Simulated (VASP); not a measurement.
Write the native input for VASP 6.6.1 that does the following.

* Task: single point
* Functional: PBE
* Potentials or basis: VASP PAW PBE potentials, release 64 (Pt, S)
* Cutoff: 520 eV
* k mesh: 6 × 6 × 4
* Occupations: gaussian, width 0.05 eV
* Spin: collinear spin, random start
* Starting moments: [-0.24, 0.0, 0.0] μB
* Hubbard terms: Pt d U = 2 eV
* Further INCAR settings: ALGO = Normal; EDIFF = 1e-06

The structure of PtS2 lies in POSCAR:

```
PtS2
1.0
    3.1165126000     -1.9104842100      0.0000000000
    3.1165126000      1.9104842100      0.0000000000
   -0.0030682400      0.0000000000      4.3949362900
Pt S
1 2
Direct
    0.0000000000      0.0000000000      0.0000000000
    0.6879000000      0.6879000000      0.2889000000
    0.3121000000      0.3121000000      0.7111000000
```

The cell was built by a generator and isn't the measured one.

The input as run:

INCAR

```
PREC = Accurate
ENCUT = 520
EDIFF = 1E-6
ISMEAR = 0
SIGMA = 0.05
LREAL = F
LASPH = T
NELM = 60
ALGO = Normal
ISIF = 2
LWAVE = F
LCHARG = T
ISPIN = 2
MAGMOM = -0.24 0 0
LORBIT = 11
LMAXMIX = 4
LDAU = T
LDAUTYPE = 2
LDAUL = 2 -1
LDAUU = 2 0
LDAUJ = 0 0
LDAUPRINT = 1
GGA = PE
LELF = T
LVHAR = T
```

KPOINTS

```
regular mesh
0
Gamma
  6 6 4
```

Potentials or basis: VASP PAW PBE potentials, release 64 (Pt, S).

Run with:

```sh
$ cat potpaw_PBE.64/Pt/POTCAR potpaw_PBE.64/S/POTCAR > POTCAR
$ mpirun -np 1 vasp_std > vasp.out
```

It gave:

```yaml
Pressure: -5.2 GPa
Largest_force: 1.432 eV/Å
Band_gap_on_the_k_mesh: none (metal or under the smearing width)
Net_moment: 0.00 μB per cell
Valence_electrons_inside_the_program's_atomic_spheres: Pt 9.36; S 3.57
```

Caveat: forces of over 1 eV/Å show positions far from the minimum, so gaps and moduli don't describe the material at rest.

It took 58 s on 1 thread of Intel(R) Xeon(R) Platinum 8259CL CPU @ 2.50GHz (Skylake/Cascade Lake), with other jobs on the host, peak memory 0.22 GiB.
